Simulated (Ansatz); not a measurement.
Data:

Relaxed SrF2 (fluorite):

```xyz
6
Lattice="0.0000 5.7581 5.7581 2.8790 0.0000 2.8790 2.8790 2.8790 0.0000" Properties=species:S:1:pos:R:3 pbc="T T T"
Sr     0.0000     0.0000     0.0000
Sr     0.0000     2.8790     2.8790
F      1.4395     1.4395     1.4395
F      1.4395     4.3186     4.3186
F      4.3186     4.3186     4.3186
F      4.3186     7.1976     7.1976
```

In this cell atom 6 (F, nearest neighbour Sr at 2.493 Å; its periodic images, 4.1 Å or more away, move with it) is moved by s along Cartesian z, unit vector (0.000, 0.000, 1.000); all other atoms and the cell stay fixed.

Level of theory: PBEsol (plane waves to 420 eV, PAW, scalar-relativistic; Ansatz, a program for electronic structure). k mesh 4×8×8 (Γ-centred), Fermi-Dirac smearing 0.05 eV. Energies are smeared free energies. SrF2 was relaxed with its symmetry unable to fall. ΔE is measured from the undisplaced structure.

The scan covers s from -0.250 to 0.250 Å in 11 points.

Is this a single well or a double well?

A single well with its minimum at or next to zero displacement.

What is the force constant k = d²E/ds² of this move at s = 0?

4.22 eV/Å².

(For displaced atoms, the force is minus the slope of the energy, and its curvature is a force constant, which sets phonon frequencies.)
